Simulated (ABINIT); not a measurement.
**GaN (P6_3mc): changed settings of a GW run in ABINIT**

A base run on GaN (P6_3mc), then changed inputs.

Main program and level: ABINIT 10.8.3; PBE and many-body steps on it, plane waves.

The database entry behind the starting cell differs from later determinations by our own check (about 0.3 % short, ideal inner coordinate), so it need not match the best structure at ambient conditions.

## 1. The starting structure

Symmetry: P6_3mc, No. 186, hexagonal system. The conventional cell has a = 3.180 Å, b = 3.180 Å, c = 5.166 Å, α = 90.00°, β = 90.00°, γ = 120.00°. Ga has 4 N at 1.94 to 1.95 Å nearest. N has 4 Ga at 1.94 to 1.95 Å nearest. Farther neighbours and most contacts between anions are not listed.

The cell and positions come from the Crystallography Open Database and are kept as given unless a step says otherwise.

## 2. Screening, 6×6×4 mesh, 80 bands, screening to 152.4 eV

This step: ABINIT 10.8.3; RPA screening on PBE, plane waves, norm-conserving pseudopotentials.

The RPA dielectric matrix is built and inverted for each q.

File run.abi:

```
acell 3*1.0 Angstrom
rprim 
  3.179999999980 0.000000000005 0.000000000000
  -1.589999999994 2.753960784015 0.000000000000
  0.000000000000 0.000000000000 5.166000000000
ntypat 2
znucl 31 7
natom 4
typat 1 1 2 2
xred 
  0.333333333333 0.666666666667 0.000000000000
  0.666666666667 0.333333333333 0.500000000000
  0.333333333333 0.666666666667 0.375000000000
  0.666666666667 0.333333333333 0.875000000000
pp_dirpath "pseudos"
pseudos "Ga.upf, N.upf"
ecut 36
ngkpt 6 6 4
nshiftk 1
shiftk 0 0 0
kptopt 1
chksymbreak 0
istwfk *1
occopt 1
irdwfk 1
optdriver 3
nband 80
ecuteps 5.6
inclvkb 2
awtr 1
symchi 1
indata_prefix "in"
outdata_prefix "out"
tmpdata_prefix "tmp"
```

Started as:

```
$ OMP_NUM_THREADS=1 mpirun -n 4 abinit run.abi > log
```

Output:

```text
.Version 10.8.3 of ABINIT. v10.8.2 released Aug 2026.

 Symmetries : space group P6_3 m c (#186); Bravais hP (primitive hexag.)
[... echo of the input left out ...]
== DATASET  1 ==================================================================
-   mpi_nproc: 4, omp_nthreads: 1 (-1 if OMP is not activated)

--- !DatasetInfo
iteration_state: {dtset: 1, }
dimensions: {natom: 4, nkpt: 21, mband: 80, nsppol: 1, nspinor: 1, nspden: 1, mpw: 3168, }
cutoff_energies: {ecut:  36.0, pawecutdg:  -1.0, }
electrons: {nelect:   3.60000000E+01, charge:   0.00000000E+00, occopt:   1.00000000E+00, tsmear:   1.00000000E-02, }

 SCREENING: Calculation of the susceptibility and dielectric matrices

 Based on a program developped by R.W. Godby, V. Olevano, G. Onida, and L. Reining.
 Incorporated in ABINIT by V. Olevano, G.-M. Rignanese, and M. Torrent.
.Using double precision arithmetic ; gwpc =  8

[... cell and pseudopotentials left out ...]
--------------------------------------------------------------------------------

 ==== K-mesh for the wavefunctions ====
 Number of points in the irreducible wedge :    21
[... list of points left out ...]
 Together with 12 symmetry operations and time-reversal symmetry
 yields   144 points in the full Brillouin Zone.

 ==== Q-mesh for the screening function ====
 Number of points in the irreducible wedge :    21
[... list of points left out ...]
 Together with 12 symmetry operations and time-reversal symmetry
 yields   144 points in the full Brillouin Zone.

 setmesh: FFT mesh size selected  =    20x   20x   40
          total number of points  =        16000

 vcoul_init : cutoff-mode = AUXILIARY_FUNCTION
 q-points for optical limit:   1
     1)      0.000010    0.000020    0.000030

- screening: taking advantage of time-reversal symmetry
- Maximum band index for partially occupied states nbvw = 18
- Remaining bands to be divided among processors   nbcw = 62
- Number of bands treated by each node ~15

 Number of electrons calculated from density =   36.0000; Expected =   36.0000
 average of density, n =  0.117914
 r_s =    1.2651
 omega_plasma =   33.1237 [eV]

 calculating chi0 at frequencies [eV] :
  1    0.000000E+00    0.000000E+00
  2    0.000000E+00    3.312371E+01

--------------------------------------------------------------------------------
  q-point number  1        q = ( 0.000000, 0.000000, 0.000000) [r.l.u.]
--------------------------------------------------------------------------------
[... chi0 elements left out ...]
 For q-point:  0.000010 0.000020 0.000030
  dielectric constant =   5.7735
  dielectric constant without local fields =   6.2146

  Average fulfillment of the sum rule on Im[epsilon] for q-point    1 :     48.13  [%]
[... wings left out ...]
  q-point number  2        q = ( 0.166667, 0.000000, 0.000000) [r.l.u.]
--------------------------------------------------------------------------------
[... chi0 elements left out ...]
  Average fulfillment of the sum rule on Im[epsilon] for q-point    2 :     62.44  [%]

 [... 19 further q-points ...]
```

The job ended after 2.3 min (4 MPI ranks of Arm Neoverse V1, shared host; peak memory 1.2 GiB).

Numbers from this step:

```yaml
eps_infinity_with_local_fields_on_this_mesh_along_the_program_s_q_direction: 5.774
the_same_without_local_fields: 6.215
plasma_frequency: 33.12 eV
plane_waves_in_the_screening_matrix: 197
```

Local fields lower ε∞ by 7 %.

## 3. Base

The self-energy is evaluated for the states that the input lists, and the levels follow from it, in one-shot runs by the linearised quasiparticle equation.

This step: G0W0 on PBE, plane waves, norm-conserving pseudopotentials.

Edit run.abi of step 2 so:

```diff
@@ -25,8 +25,15 @@
 irdwfk 1
-optdriver 3
+optdriver 4
 nband 80
+gwcalctyp 0
+ecutsigx 36
+symsigma 1
+nkptgw 1
+kptgw 
+  0.0000000000 0.0000000000 0.0000000000
+bdgw 
+  17 20
 ecuteps 5.6
-inclvkb 2
-awtr 1
-symchi 1
+irdscr 1
+ppmodel 1
 indata_prefix "in"
```

Output:

```text
.Version 10.8.3 of ABINIT. v10.8.2 released Aug 2026.

 Symmetries : space group P6_3 m c (#186); Bravais hP (primitive hexag.)
[... echo of the input left out ...]
== DATASET  1 ==================================================================
-   mpi_nproc: 4, omp_nthreads: 1 (-1 if OMP is not activated)

--- !DatasetInfo
iteration_state: {dtset: 1, }
dimensions: {natom: 4, nkpt: 21, mband: 80, nsppol: 1, nspinor: 1, nspden: 1, mpw: 3168, }
cutoff_energies: {ecut:  36.0, pawecutdg:  -1.0, }
electrons: {nelect:   3.60000000E+01, charge:   0.00000000E+00, occopt:   1.00000000E+00, tsmear:   1.00000000E-02, }

 SIGMA: Calculation of the GW corrections

 Based on a program developped by R.W. Godby, V. Olevano, G. Onida, and L. Reining.
 Incorporated in ABINIT by V. Olevano, G.-M. Rignanese, and M. Torrent.
.Using double precision arithmetic ; gwpc =  8

[... cell and pseudopotentials left out ...]
--------------------------------------------------------------------------------

 ==== K-mesh for the wavefunctions ====
 Number of points in the irreducible wedge :    21
[... list of points left out ...]
 Together with 12 symmetry operations and time-reversal symmetry
 yields   144 points in the full Brillouin Zone.

 ==== Q-mesh for screening function ====
 Number of points in the irreducible wedge :    21
[... list of points left out ...]
 Together with 12 symmetry operations and time-reversal symmetry
 yields   144 points in the full Brillouin Zone.

 vcoul_init : cutoff-mode = AUXILIARY_FUNCTION
 q-points for optical limit:   1
     1)      0.000010    0.000020    0.000030
 setmesh: FFT mesh size selected  =    30x   30x   54
          total number of points  =        48600

 Number of electrons calculated from density =   36.0000; Expected =   36.0000
 average of density, n =  0.117914
 r_s =    1.2651
 omega_plasma =   33.1237 [eV]

 === KS Band Gaps ===
  >>>> For spin  1
   Minimum direct gap =   2.0056 [eV], located at k-point      :   0.0000  0.0000  0.0000
   Fundamental gap    =   2.0056 [eV], Top of valence bands at :   0.0000  0.0000  0.0000
                                       Bottom of conduction at :   0.0000  0.0000  0.0000
 SIGMA fundamental parameters:
 PLASMON POLE MODEL  1
 number of plane-waves for SigmaX                 3153
 number of plane-waves for SigmaC and W            197
 number of plane-waves for wavefunctions          3153
 number of bands                                    80
 number of independent spin polarizations            1
 number of spinorial components                      1
 number of k-points in IBZ                          21
 number of q-points in IBZ                          21
 number of symmetry operations                      12
 number of k-points in BZ                          144
 number of q-points in BZ                          144
 number of frequencies for dSigma/dE                 9
 frequency step for dSigma/dE [eV]                0.25
 number of omega for Sigma on real axis              0
 max omega for Sigma on real axis  [eV]           0.00
 zcut for avoiding poles [eV]                     0.10

 EPSILON^-1 parameters (SCR file):
 dimension of the eps^-1 matrix on file            197
 dimension of the eps^-1 matrix used               197
 number of plane-waves for wavefunctions          3153
 number of bands                                    80
 number of q-points in IBZ                          21
 number of frequencies                               2
 number of real frequencies                          1
 number of imag frequencies                          1

 matrix elements of self-energy operator (all in [eV])

 Perturbative Calculation

--- !SelfEnergy_ee
iteration_state: {dtset: 1, }
kpoint     : [   0.000,    0.000,    0.000, ]
spin       : 1
KS_gap     :    2.006
QP_gap     :    2.300
Delta_QP_KS:    0.295
data: !SigmaeeData |
     Band     E0 <VxcDFT>   SigX SigC(E0)      Z dSigC/dE  Sig(E)    E-E0       E
       17   5.475 -18.404 -21.332   3.237   0.798  -0.253 -18.158   0.246   5.721
       18   5.475 -18.404 -21.332   3.237   0.798  -0.253 -18.158   0.246   5.721
       19   7.481 -13.955 -10.011  -3.286   0.822  -0.216 -13.414   0.541   8.022
       20   9.813 -13.421  -8.681  -3.985   0.832  -0.203 -12.793   0.628  10.441

== END DATASET(S) ==============================================================
================================================================================

 -outvars: echo values of variables after computation  --------
           etotal      0.0000000000E+00
            nband          80
             nkpt          21
          spgroup         186
 [... the other variables as echoed above ...]

 Calculation completed.
```

It took 6.3 s on 4 MPI ranks; peak memory 0.97 GiB.

This step gave:

```
G0W0 gap on the points computed              : 2.301 eV
starting gap on the mesh                     : 2.006 eV
k of the valence top                         : 0, 0, 0
k of the conduction bottom                   : 0, 0, 0
Z at the valence top                         : 0.798
Z at the conduction bottom                   : 0.822
least direct G0W0 gap on the computed points : 2.301 eV
```

The gap on the mesh goes from 2.01 eV to 2.30 eV, a correction of +0.30 eV.

## 4. Coulomb singularity

Edit run.abi of step 3 so:

```diff
@@ -38,2 +38,3 @@
 ppmodel 1
+gw_icutcoul 3
 indata_prefix "in"
```

Output:

```text
.Version 10.8.3 of ABINIT. v10.8.2 released Aug 2026.

 Symmetries : space group P6_3 m c (#186); Bravais hP (primitive hexag.)
[... echo of the input left out ...]
== DATASET  1 ==================================================================
-   mpi_nproc: 4, omp_nthreads: 1 (-1 if OMP is not activated)

--- !DatasetInfo
iteration_state: {dtset: 1, }
dimensions: {natom: 4, nkpt: 21, mband: 80, nsppol: 1, nspinor: 1, nspden: 1, mpw: 3168, }
cutoff_energies: {ecut:  36.0, pawecutdg:  -1.0, }
electrons: {nelect:   3.60000000E+01, charge:   0.00000000E+00, occopt:   1.00000000E+00, tsmear:   1.00000000E-02, }

 SIGMA: Calculation of the GW corrections

 Based on a program developped by R.W. Godby, V. Olevano, G. Onida, and L. Reining.
 Incorporated in ABINIT by V. Olevano, G.-M. Rignanese, and M. Torrent.
.Using double precision arithmetic ; gwpc =  8

[... cell and pseudopotentials left out ...]
--------------------------------------------------------------------------------

 ==== K-mesh for the wavefunctions ====
 Number of points in the irreducible wedge :    21
[... list of points left out ...]
 Together with 12 symmetry operations and time-reversal symmetry
 yields   144 points in the full Brillouin Zone.

 ==== Q-mesh for screening function ====
 Number of points in the irreducible wedge :    21
[... list of points left out ...]
 Together with 12 symmetry operations and time-reversal symmetry
 yields   144 points in the full Brillouin Zone.

 vcoul_init : cutoff-mode = CRYSTAL
 q-points for optical limit:   1
     1)      0.000010    0.000020    0.000030
 setmesh: FFT mesh size selected  =    30x   30x   54
          total number of points  =        48600

 Number of electrons calculated from density =   36.0000; Expected =   36.0000
[...]
number of k-points in IBZ                          21
 number of q-points in IBZ                          21
 number of symmetry operations                      12
 number of k-points in BZ                          144
 number of q-points in BZ                          144
 number of frequencies for dSigma/dE                 9
 frequency step for dSigma/dE [eV]                0.25
 number of omega for Sigma on real axis              0
 max omega for Sigma on real axis  [eV]           0.00
 zcut for avoiding poles [eV]                     0.10

 EPSILON^-1 parameters (SCR file):
 dimension of the eps^-1 matrix on file            197
 dimension of the eps^-1 matrix used               197
 number of plane-waves for wavefunctions          3153
 number of bands                                    80
 number of q-points in IBZ                          21
 number of frequencies                               2
 number of real frequencies                          1
 number of imag frequencies                          1

 matrix elements of self-energy operator (all in [eV])

 Perturbative Calculation

--- !SelfEnergy_ee
iteration_state: {dtset: 1, }
kpoint     : [   0.000,    0.000,    0.000, ]
spin       : 1
KS_gap     :    2.006
QP_gap     :    2.260
Delta_QP_KS:    0.254
data: !SigmaeeData |
     Band     E0 <VxcDFT>   SigX SigC(E0)      Z dSigC/dE  Sig(E)    E-E0       E
       17   5.475 -18.404 -21.010   3.103   0.802  -0.247 -18.005   0.399   5.874
       18   5.475 -18.404 -21.010   3.103   0.802  -0.247 -18.005   0.399   5.874
       19   7.481 -13.955 -10.011  -3.153   0.826  -0.211 -13.302   0.653   8.134
       20   9.813 -13.421  -8.681  -3.852   0.835  -0.197 -12.679   0.743  10.555

== END DATASET(S) ==============================================================
================================================================================

 -outvars: echo values of variables after computation  --------
           etotal      0.0000000000E+00
            nband          80
             nkpt          21
          spgroup         186
 [... the other variables as echoed above ...]

 Calculation completed.
```

Elapsed: 6.4 s, on 4 MPI ranks; peak memory 0.97 GiB.

This step gave:

| Quantity | Value |
| --- | --- |
| G0W0 gap on the points computed | 2.260 eV |
| starting gap on the mesh | 2.006 eV |
| k of the valence top | 0, 0, 0 |
| k of the conduction bottom | 0, 0, 0 |
| Z at the valence top | 0.802 |
| Z at the conduction bottom | 0.826 |
| least direct G0W0 gap on the computed points | 2.260 eV |

Against G0W0 in ABINIT (6×6×4 mesh, 80 bands, screening to 152.4 eV, Godby-Needs plasmon pole), the gap moves by −0.041 eV.

## 5. Side by side

Times are wall times on 4 MPI ranks of Arm Neoverse V1, shared host, good to a factor of about two. A run's time includes the screening step that it read.

```tsv
run	mesh	bands	screening cutoff (eV)	DFT gap (eV)	gap on the mesh (eV)	direct (eV)	ε∞ used	time
base	6×6×4	80	152.4	2.006	2.301	2.301	5.77	2.4 min
Coulomb singularity	6×6×4	80	152.4	2.006	2.260	2.260	5.77	2.4 min
```

## 6. Summary of results

| Property | Result |
| --- | --- |
| base | 2.301 eV |
| Coulomb singularity | 2.260 eV |
| known limits | not at the basis limit; exchange with frozen shells missing; no spin-orbit coupling |

In words: Coulomb singularity: −0.041 eV against base (keys changed: gw_icutcoul). Bands and cutoff are finite, so the gap is not at the basis limit. The miss can reach some tenths of an eV and take either sign; the mesh is an error of its own. In the G0W0 runs levels were corrected at 1 k point alone, so a gap called «on the mesh» is the least over those, and an edge elsewhere would be missed. The norm-conserving file of at least one element keeps a d shell over frozen s and p shells of the same row. Exchange with those shells is missing from the self-energy, an error of 0.3 to 0.9 eV in cases checked, whose sign depends on which edge lies on those atoms. The many-body steps are scalar-relativistic: spin-orbit coupling is not in them.

[Paths, hosts, dates, memory and timing lines, banners, echoed tables and standing remarks are left out of the program output.]

[Logs are printed without paths, hosts, clocks, repeated set-up lines and the standing remarks that a program may print on its own settings, such as how far it seeks lower states.]

[Runs of the session that timed out or met a known fault of the program may be left out.]

[Hosts, paths, dates, database ids (printed as entryN), source tags and the programs' standing remarks are cut or masked in the printed files.]

[G0W0 gaps are taken among the corrected bands and points alone; a level outside them can change the order at an edge.]

[Where Ansatz stands beside ABINIT at settings called matched, ABINIT's density can come from a denser mesh and the files from another edition; pairs whose starting gaps differed by over 0.03 eV were left out, so agreement reads better than it is.]
